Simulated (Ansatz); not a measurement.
Rows from a G0W0 calculation on TiO2 (P3_121) (Ansatz 0.2.0; G0W0 on LDA, plane waves, PAW; PAW set soft_1; 6×6×2 mesh, 620 empty bands, screening to 150 eV, PAW set soft_1 files), in eV. Spin-orbit coupling is left out.

```
row                       k  band  start       Σx  Σc at the solution      Vxc
  A  (0.000, -0.500, 0.000)    c1  5.819  -13.489              -6.616  -21.841
  B  (0.000, 0.000, -0.500)    v1  1.804  -25.057               4.357  -20.114
  C  (0.000, 0.000, -0.500)    c1  5.524  -13.298              -6.724  -21.773
  D  (0.000, -0.500, 0.000)    c2  5.829  -13.376              -6.593  -21.722
  E  (0.000, 0.000, -0.500)    c2  6.047  -13.944              -6.591  -22.299
  F  (0.000, -0.500, 0.000)    v1  1.872  -25.404               4.340  -20.499
```

Give the quasiparticle energies and the shift of each level.

The quasiparticle equation reads E = start + Σx + Σc(E) − Vxc.

```
row  E (eV)  shift (eV)
  A   7.555      +1.737
  B   1.219      −0.586
  C   7.275      +1.751
  D   7.582      +1.753
  E   7.811      +1.764
  F   1.308      −0.565
```

The gap over the computed points goes from 3.65 eV to 5.97 eV.

Limits: not at the basis limit; coarse k mesh.

[Paths, hosts, dates, memory and timing lines, banners, echoed tables and standing remarks are left out of the program output.]

[Logs are printed without paths, hosts, clocks, repeated set-up lines and the standing remarks that a program may print on its own settings, such as how far it seeks lower states.]

[Runs of the session that timed out or met a known fault of the program may be left out.]

[Cells called generated may have been cut or substituted from an entry of the Crystallography Open Database or the Materials Project.]

[Hosts, paths, dates, database ids (printed as entryN), source tags and the programs' standing remarks are cut or masked in the printed files.]
